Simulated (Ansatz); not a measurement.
# Zn35O36: the cost of one run

Program: Ansatz 0.2.0. Level of theory: DFT LDA, scalar-relativistic, plane waves, PAW. These are calculated values, not measurements.

### 1 The system as given

It takes space group P3m1 (No. 156, trigonal). The conventional cell has a = 9.561 Å, b = 9.561 Å, c = 10.305 Å, α = 90.00°, β = 90.00°, γ = 120.00°. Zn (site symmetry 3m) has 4 O at 1.95 to 2.00 Å as nearest neighbours. Around Zn (site symmetry 1) lie 4 O at 1.86 to 1.96 Å. Zn (site symmetry 1) is surrounded by 4 O at 1.92 to 1.95 Å. Zn (site symmetry 3m) is surrounded by 4 O at 1.94 to 1.97 Å. Around Zn (site symmetry 3m) lie 4 O at 1.94 to 1.95 Å. Around Zn (site symmetry 3m) lie 4 O at 1.93 to 1.95 Å. Zn (site symmetry 3m) is surrounded by 4 O at 1.94 Å. Zn (site symmetry m) is surrounded by 4 O at 1.87 to 1.99 Å. Only part of the 27 independent sites is listed.

The input asks for a charge of -2 e on the cell.

As a file:

```
CELL_PARAMETERS angstrom
9.56133 0.00000 0.00000
-4.78067 8.28036 0.00000
0.00000 0.00000 10.30498
ATOMIC_POSITIONS crystal
Zn 0.11111 0.22222 0.73120
Zn 0.11202 0.55036 0.24825
Zn 0.11132 0.55633 0.75159
Zn 0.11202 0.89499 0.24825
Zn 0.11132 0.88833 0.75159
Zn 0.43834 0.22131 0.24825
Zn 0.44501 0.22201 0.75159
Zn 0.43834 0.55036 0.24825
Zn 0.44501 0.55633 0.75159
Zn 0.44444 0.88889 0.24762
Zn 0.44444 0.88889 0.75168
Zn 0.78297 0.22131 0.24825
Zn 0.77701 0.22201 0.75159
Zn 0.77778 0.55556 0.25202
Zn 0.77778 0.55556 0.75147
Zn 0.78297 0.89499 0.24825
Zn 0.77701 0.88833 0.75159
Zn 0.21860 0.11474 0.00125
Zn 0.22322 0.11012 0.49642
Zn 0.21860 0.43719 0.00125
Zn 0.22322 0.44643 0.49642
Zn 0.22145 0.77739 0.00450
Zn 0.22237 0.77785 0.49900
Zn 0.55594 0.11189 0.00450
Zn 0.55548 0.11096 0.49900
Zn 0.55468 0.44401 0.00199
Zn 0.55432 0.44383 0.49991
Zn 0.55594 0.77739 0.00450
Zn 0.55548 0.77785 0.49900
Zn 0.89614 0.11474 0.00125
Zn 0.88690 0.11012 0.49642
Zn 0.88933 0.44401 0.00199
Zn 0.88951 0.44383 0.49991
Zn 0.88933 0.77865 0.00199
Zn 0.88951 0.77902 0.49991
O 0.23009 0.10324 0.18155
O 0.22633 0.10701 0.69002
O 0.23009 0.46019 0.18155
O 0.22633 0.45265 0.69002
O 0.22057 0.77695 0.19200
O 0.22292 0.77813 0.68830
O 0.55638 0.11276 0.19200
O 0.55521 0.11041 0.68830
O 0.55776 0.44555 0.19037
O 0.55617 0.44475 0.68913
O 0.55638 0.77695 0.19200
O 0.55521 0.77813 0.68830
O 0.87315 0.10324 0.18155
O 0.88068 0.10701 0.69002
O 0.88779 0.44555 0.19037
O 0.88858 0.44475 0.68913
O 0.88779 0.77557 0.19037
O 0.88858 0.77717 0.68913
O 0.11111 0.22222 0.48438
O 0.11111 0.22222 0.92485
O 0.11031 0.55664 0.43873
O 0.11004 0.55633 0.93896
O 0.11031 0.88701 0.43873
O 0.11004 0.88705 0.93896
O 0.44633 0.22302 0.43873
O 0.44628 0.22329 0.93896
O 0.44633 0.55664 0.43873
O 0.44628 0.55633 0.93896
O 0.44444 0.88889 0.43869
O 0.44444 0.88889 0.94038
O 0.77669 0.22302 0.43873
O 0.77701 0.22329 0.93896
O 0.77778 0.55556 0.44135
O 0.77778 0.55556 0.93986
O 0.77669 0.88701 0.43873
O 0.77701 0.88705 0.93896
```

It is the end of an earlier run, which began from a cell of the Crystallography Open Database.

### 2 Nudged elastic band: Zn35O36 defect cell, no spin, charge -2

It takes the final geometry of an earlier run.

The input, input.yaml:

```yaml
crystal:
  lattice:
    - [9.5613318899, 0.0, 0.0]
    - [-4.780665945, 8.2803563107, 0.0]
    - [0.0, 0.0, 10.3049808845]
  atoms:
    - { symbol: Zn, position: [0.1111111111, 0.2222222222, 0.7311961526] }
    - { symbol: Zn, position: [0.112024639, 0.5503630338, 0.2482463664] }
    - { symbol: Zn, position: [0.1113219159, 0.5563270108, 0.7515881069] }
    - { symbol: Zn, position: [0.112024639, 0.8949949386, 0.2482463664] }
    - { symbol: Zn, position: [0.1113219159, 0.8883282385, 0.7515881069] }
    - { symbol: Zn, position: [0.4383383947, 0.2213086943, 0.2482463664] }
    - { symbol: Zn, position: [0.4450050948, 0.2220114174, 0.7515881069] }
    - { symbol: Zn, position: [0.4383383947, 0.5503630338, 0.2482463664] }
    - { symbol: Zn, position: [0.4450050948, 0.5563270108, 0.7515881069] }
    - { symbol: Zn, position: [0.4444444444, 0.8888888889, 0.2476158698] }
    - { symbol: Zn, position: [0.4444444444, 0.8888888889, 0.7516803123] }
    - { symbol: Zn, position: [0.7829702995, 0.2213086943, 0.2482463664] }
    - { symbol: Zn, position: [0.7770063226, 0.2220114174, 0.7515881069] }
    - { symbol: Zn, position: [0.7777777778, 0.5555555556, 0.2520174379] }
    - { symbol: Zn, position: [0.7777777778, 0.5555555556, 0.7514739985] }
    - { symbol: Zn, position: [0.7829702995, 0.8949949386, 0.2482463664] }
    - { symbol: Zn, position: [0.7770063226, 0.8883282385, 0.7515881069] }
    - { symbol: Zn, position: [0.2185956274, 0.114737706, 0.0012487035] }
    - { symbol: Zn, position: [0.223215326, 0.1101180073, 0.4964245873] }
    - { symbol: Zn, position: [0.2185956274, 0.4371912547, 0.0012487035] }
    - { symbol: Zn, position: [0.223215326, 0.446430652, 0.4964245873] }
    - { symbol: Zn, position: [0.2214458255, 0.7773895794, 0.0045003535] }
    - { symbol: Zn, position: [0.222370991, 0.7778521622, 0.499000713] }
    - { symbol: Zn, position: [0.5559437539, 0.1118875079, 0.0045003535] }
    - { symbol: Zn, position: [0.5554811712, 0.1109623424, 0.499000713] }
    - { symbol: Zn, position: [0.5546831762, 0.4440082547, 0.0019859049] }
    - { symbol: Zn, position: [0.5543170518, 0.4438251926, 0.4999127738] }
    - { symbol: Zn, position: [0.5559437539, 0.7773895794, 0.0045003535] }
    - { symbol: Zn, position: [0.5554811712, 0.7778521622, 0.499000713] }
    - { symbol: Zn, position: [0.8961420786, 0.114737706, 0.0012487035] }
    - { symbol: Zn, position: [0.8869026813, 0.1101180073, 0.4964245873] }
    - { symbol: Zn, position: [0.8893250786, 0.4440082547, 0.0019859049] }
    - { symbol: Zn, position: [0.8895081407, 0.4438251926, 0.4999127738] }
    - { symbol: Zn, position: [0.8893250786, 0.7786501572, 0.0019859049] }
    - { symbol: Zn, position: [0.8895081407, 0.7790162815, 0.4999127738] }
    - { symbol: O, position: [0.2300933825, 0.1032399508, 0.1815482703] }
    - { symbol: O, position: [0.2263262662, 0.1070070671, 0.6900248135] }
    - { symbol: O, position: [0.2300933825, 0.460186765, 0.1815482703] }
    - { symbol: O, position: [0.2263262662, 0.4526525324, 0.6900248135] }
    - { symbol: O, position: [0.2205697501, 0.7769515417, 0.1919951862] }
    - { symbol: O, position: [0.2229224518, 0.7781278926, 0.6883040424] }
    - { symbol: O, position: [0.5563817916, 0.1127635833, 0.1919951862] }
    - { symbol: O, position: [0.5552054408, 0.1104108816, 0.6883040424] }
    - { symbol: O, position: [0.5577619564, 0.4455476448, 0.1903749394] }
    - { symbol: O, position: [0.5561656953, 0.4447495143, 0.6891276554] }
    - { symbol: O, position: [0.5563817916, 0.7769515417, 0.1919951862] }
    - { symbol: O, position: [0.5552054408, 0.7781278926, 0.6883040424] }
    - { symbol: O, position: [0.8731465683, 0.1032399508, 0.1815482703] }
    - { symbol: O, position: [0.8806808009, 0.1070070671, 0.6900248135] }
    - { symbol: O, position: [0.8877856885, 0.4455476448, 0.1903749394] }
    - { symbol: O, position: [0.888583819, 0.4447495143, 0.6891276554] }
    - { symbol: O, position: [0.8877856885, 0.775571377, 0.1903749394] }
    - { symbol: O, position: [0.888583819, 0.7771676381, 0.6891276554] }
    - { symbol: O, position: [0.1111111111, 0.2222222222, 0.484384685] }
    - { symbol: O, position: [0.1111111111, 0.2222222222, 0.9248476549] }
    - { symbol: O, position: [0.1103146551, 0.5566397156, 0.438734439] }
    - { symbol: O, position: [0.1100436479, 0.5563264026, 0.9389633518] }
    - { symbol: O, position: [0.1103146551, 0.8870082728, 0.438734439] }
    - { symbol: O, position: [0.1100436479, 0.8870505787, 0.9389633518] }
    - { symbol: O, position: [0.4463250605, 0.2230186783, 0.438734439] }
    - { symbol: O, position: [0.4462827547, 0.2232896854, 0.9389633518] }
    - { symbol: O, position: [0.4463250605, 0.5566397156, 0.438734439] }
    - { symbol: O, position: [0.4462827547, 0.5563264026, 0.9389633518] }
    - { symbol: O, position: [0.4444444444, 0.8888888889, 0.4386910977] }
    - { symbol: O, position: [0.4444444444, 0.8888888889, 0.9403849645] }
    - { symbol: O, position: [0.7766936178, 0.2230186783, 0.438734439] }
    - { symbol: O, position: [0.7770069307, 0.2232896854, 0.9389633518] }
    - { symbol: O, position: [0.7777777778, 0.5555555556, 0.441350363] }
    - { symbol: O, position: [0.7777777778, 0.5555555556, 0.9398558935] }
    - { symbol: O, position: [0.7766936178, 0.8870082728, 0.438734439] }
    - { symbol: O, position: [0.7770069307, 0.8870505787, 0.9389633518] }
total_charge: -2
scf:
  occupations: { method: gaussian, width: 0.02 }
output:
  forces: true
  stress: false
  eigenvalues: true
hamiltonian:
  xc: lda
kpoints:
  mp_grid: { grid: [1, 1, 1] }
neb:
  images: 3
  f_tol: 0.04
  final_atoms:
    - { symbol: Zn, position: [0.1146924484, 0.2186408849, 0.7514538976] }
    - { symbol: Zn, position: [0.1109955254, 0.5554978046, 0.2490499439] }
    - { symbol: Zn, position: [0.1118332554, 0.5559166589, 0.7543941329] }
    - { symbol: Zn, position: [0.1101766197, 0.8870196815, 0.2462145953] }
    - { symbol: Zn, position: [0.1146925492, 0.8960522688, 0.7514550586] }
    - { symbol: Zn, position: [0.4463136519, 0.2231567136, 0.2462145953] }
    - { symbol: Zn, position: [0.4372810645, 0.2186407842, 0.7514550586] }
    - { symbol: Zn, position: [0.4438029636, 0.5542724976, 0.2499214676] }
    - { symbol: Zn, position: [0.444043335, 0.5547535018, 0.7520017064] }
    - { symbol: Zn, position: [0.4438029824, 0.8895303509, 0.2499217317] }
    - { symbol: Zn, position: [0.4440432514, 0.8892900819, 0.7520014649] }
    - { symbol: Zn, position: [0.7778355287, 0.2223378079, 0.2490499439] }
    - { symbol: Zn, position: [0.7774166744, 0.221500078, 0.7543941329] }
    - { symbol: Zn, position: [0.7778356375, 0.5554976958, 0.2490502164] }
    - { symbol: Zn, position: [0.7774165946, 0.5559167388, 0.7543937306] }
    - { symbol: Zn, position: [0.7790608357, 0.8895303697, 0.2499214676] }
    - { symbol: Zn, position: [0.7785798316, 0.8892899983, 0.7520017064] }
    - { symbol: Zn, position: [0.1101763242, 0.2231570091, 0.2462152819] }
    - { symbol: Zn, position: [0.2222222786, 0.1111110548, 0.4818156579] }
    - { symbol: Zn, position: [0.221331478, 0.4384154211, -0.0017536769] }
    - { symbol: Zn, position: [0.2219869002, 0.4448941288, 0.5015734341] }
    - { symbol: Zn, position: [0.2213314242, 0.7829151914, -0.0017534303] }
    - { symbol: Zn, position: [0.2219866471, 0.7770929974, 0.5015739454] }
    - { symbol: Zn, position: [0.5504181419, 0.1120019092, -0.0017534303] }
    - { symbol: Zn, position: [0.556240336, 0.1113466863, 0.5015739454] }
    - { symbol: Zn, position: [0.5504181155, 0.43841614, -0.0017532297] }
    - { symbol: Zn, position: [0.5562401964, 0.444893564, 0.5015737199] }
    - { symbol: Zn, position: [0.5555554415, 0.7777778918, 0.0020945973] }
    - { symbol: Zn, position: [0.5555555406, 0.7777777928, 0.5014007682] }
    - { symbol: Zn, position: [0.8949179123, 0.1120018554, -0.0017536769] }
    - { symbol: Zn, position: [0.8884392046, 0.1113464331, 0.5015734341] }
    - { symbol: Zn, position: [0.8888889076, 0.4444444257, -0.002340601] }
    - { symbol: Zn, position: [0.8888888919, 0.4444444414, 0.5015463924] }
    - { symbol: Zn, position: [0.8949171933, 0.7829152179, -0.0017532297] }
    - { symbol: Zn, position: [0.8884397693, 0.7770931369, 0.5015737199] }
    - { symbol: O, position: [0.2222220477, 0.1111112856, 0.2333038106] }
    - { symbol: O, position: [0.2222222304, 0.111111103, 0.6751971463] }
    - { symbol: O, position: [0.2230079419, 0.4463438206, 0.1887521755] }
    - { symbol: O, position: [0.2233009299, 0.4462441325, 0.6889656694] }
    - { symbol: O, position: [0.2230081926, 0.7766640988, 0.1887520895] }
    - { symbol: O, position: [0.2233006057, 0.7770570392, 0.6889661002] }
    - { symbol: O, position: [0.5566692345, 0.1103251407, 0.1887520895] }
    - { symbol: O, position: [0.5562762942, 0.1100327277, 0.6889661002] }
    - { symbol: O, position: [0.5566693301, 0.4463439833, 0.1887521918] }
    - { symbol: O, position: [0.5562761799, 0.4462438418, 0.6889659233] }
    - { symbol: O, position: [0.5555555681, 0.7777777652, 0.1914272217] }
    - { symbol: O, position: [0.5555554873, 0.777777846, 0.6897975545] }
    - { symbol: O, position: [0.8869895127, 0.1103253914, 0.1887521755] }
    - { symbol: O, position: [0.8870892008, 0.1100324035, 0.6889656694] }
    - { symbol: O, position: [0.8888889155, 0.4444444179, 0.1887160365] }
    - { symbol: O, position: [0.8888888577, 0.4444444757, 0.690281382] }
    - { symbol: O, position: [0.88698935, 0.7766640032, 0.1887521918] }
    - { symbol: O, position: [0.8870894916, 0.7770571534, 0.6889659233] }
    - { symbol: O, position: [0.1070934148, 0.2262399185, 0.4399186475] }
    - { symbol: O, position: [0.1032234979, 0.2301098355, 0.9317173695] }
    - { symbol: O, position: [0.1104489048, 0.5552245911, 0.4383702678] }
    - { symbol: O, position: [0.1127470165, 0.5563730793, 0.9418840582] }
    - { symbol: O, position: [0.1070935959, 0.8808537007, 0.4399180181] }
    - { symbol: O, position: [0.1032228256, 0.8731123064, 0.9317181654] }
    - { symbol: O, position: [0.4524796326, 0.2262397374, 0.4399180181] }
    - { symbol: O, position: [0.460221027, 0.2301105077, 0.9317181654] }
    - { symbol: O, position: [0.4447517456, 0.5561700494, 0.4391603579] }
    - { symbol: O, position: [0.4455481196, 0.557762857, 0.9403864808] }
    - { symbol: O, position: [0.4447516174, 0.8885817159, 0.4391605915] }
    - { symbol: O, position: [0.4455480267, 0.8877853066, 0.9403862477] }
    - { symbol: O, position: [0.7781087422, 0.2228844286, 0.4383702678] }
    - { symbol: O, position: [0.776960254, 0.2205863168, 0.9418840582] }
    - { symbol: O, position: [0.7781088144, 0.5552245189, 0.4383704721] }
    - { symbol: O, position: [0.7769599593, 0.556373374, 0.9418837405] }
    - { symbol: O, position: [0.7771632839, 0.8885815878, 0.4391603579] }
    - { symbol: O, position: [0.7755704764, 0.8877852137, 0.9403864808] }
```

The run is started by

```console
ansatz run input.yaml --threads 8 --pin off --max-ram 24576MiB --backend cpu --events-out ev --progress --plain --runs-dir out
```

**Question.** How long does this run take on 8 threads of Intel Xeon 6975P-C (Granite Rapids), shared host, and how much memory does it need?

About 3 min, with a peak of 3 GiB.
